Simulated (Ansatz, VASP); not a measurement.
## One calculation of NaH, two programs

The input POSCAR:

```
NaH
1.0
    2.9551240000      0.0000000000      0.0000000000
    0.0000000000      2.9551240000      0.0000000000
    0.0000000000      0.0000000000      2.9551240000
Na H
1 1
Direct
    0.0000000000      0.0000000000      0.0000000000
    0.5000000000      0.5000000000      0.5000000000
```

INCAR.step1

```
SYSTEM = NaH
  PREC = Accurate
  ENCUT = 520
  ISMEAR = 0
  SIGMA = 0.01
  LREAL = .FALSE.
  LASPH = .TRUE.
  NELM = 80
  NBANDS = 11
  GGA = PE
  ALGO = Normal
  EDIFF = 1E-4
  LWAVE = .TRUE.
  LCHARG = .FALSE.
```

The input INCAR.step2:

```
SYSTEM = NaH
  PREC = Accurate
  ENCUT = 520
  EDIFF = 1E-6
  ISMEAR = 0
  SIGMA = 0.01
  LREAL = .FALSE.
  LASPH = .TRUE.
  NELM = 80
  ALGO = Normal
  ISIF = 2
  LWAVE = .FALSE.
  LCHARG = .TRUE.
  METAGGA = R2SCAN
  LMIXTAU = .TRUE.
  LELF = .TRUE.
  LVHAR = .TRUE.
  NBANDS = 11
  ISTART = 1
```

The input KPOINTS:

```
Automatic mesh
0
G
  6 6 6
  0 0 0
```

Input for Ansatz:

```yaml
crystal:
  lattice:
    - [2.955124, 0.0, 0.0]
    - [0.0, 2.955124, 0.0]
    - [0.0, 0.0, 2.955124]
  atoms:
    - { symbol: Na, position: [0.0, 0.0, 0.0] }
    - { symbol: H, position: [0.5, 0.5, 0.5] }
basis:
  ecutwfc: 653.073269903712
kpoints:
  mp_grid:
    grid: [6, 6, 6]
hamiltonian:
  xc: r2scan
scf:
  convergence:
    dr2_threshold: 1.0e-07
  occupations:
    method: fixed
output:
  stress: true
```

The cell comes from a database or a generator and needn't be the stable form of this composition.

Alike in both runs: task single point; functional r2SCAN; k mesh 6 × 6 × 6; no spin polarisation.

|  | VASP | Ansatz |
| --- | --- | --- |
| version | VASP 6.6.1 | Ansatz 0.2.0 |
| potentials or method | VASP PAW PBE potentials, release 64 (Na_pv, H) | plane waves, PAW |
| plane-wave cutoff (eV) | 520 | 653 |
| occupations | gaussian, width 0.01 eV | fixed |
| valence electrons in the cell | 8 | 10 |

Ansatz gave:

* pressure (GPa): -0.5

Question: What did VASP give for the same quantities?

Answer: Pressure (GPa): -0.9.

The two sets of potentials don't hold the same shells in valence. Ansatz warned: «stress_scf_threshold_loose».

Caveats: the PAW data sets were made with another functional, which shifts forces and pressure a little (VASP). A k mesh can miss the band edges. r2SCAN opens gaps a little over a GGA but as a rule still falls short of measured ones.
